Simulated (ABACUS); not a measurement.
WS2 (Tungstenite):

```xyz
6
Lattice="3.1800 0.0000 0.0000 -1.5900 2.7540 0.0000 0.0000 0.0000 12.5000" Properties=species:S:1:pos:R:3 pbc="T T T"
W     1.5900    0.9180    9.3750
W     0.0000    1.8360    3.1250
S     1.5900    0.9180    4.6875
S     0.0000    1.8360   10.9375
S     1.5900    0.9180    1.5625
S     0.0000    1.8360    7.8125
```

Base run:

| Property | Result |
| --- | --- |
| Program | ABACUS 3.10.1 |
| Functional | revPBE |
| Potentials or basis | PseudoDojo NC SR 0.4.1 PBE standard |
| Cutoff | 1361 eV |
| Density cutoff | 5442 eV |
| Basis | DZP LCAO (the cutoffs set its grid) |
| k mesh | 7 × 7 × 2 |
| Occupations | fermi-dirac, width 0.05 eV |
| Spin | no spin polarisation |

Its results: band gap on the k mesh 1.17 eV, indirect (least direct gap 2.24 eV); pressure 5.9 GPa; largest force 0.430 eV/Å.

Question: The run is repeated on the same cell with these changes: functional from revPBE to PBE. What comes out?

Answer: Band gap on the k mesh 1.14 eV, indirect (least direct gap 2.23 eV); pressure 4.3 GPa; largest force 0.407 eV/Å.

PBE binds more tightly than revPBE, so the same cell stands under less pressure.

Caveats: the atomic orbitals were generated for these runs and aren't a published set; spin-orbit coupling is left out, which moves the levels of the heavy elements; an odd mesh through Γ misses points on the zone boundary, where band edges often lie; this functional lacks dispersion, which binds the layers, so the pressure and a relaxed spacing across them are unreliable; the basis of atomic orbitals isn't converged, which shifts pressures, moduli and gaps; the potentials were made for another functional, which shifts forces and pressure (some runs).
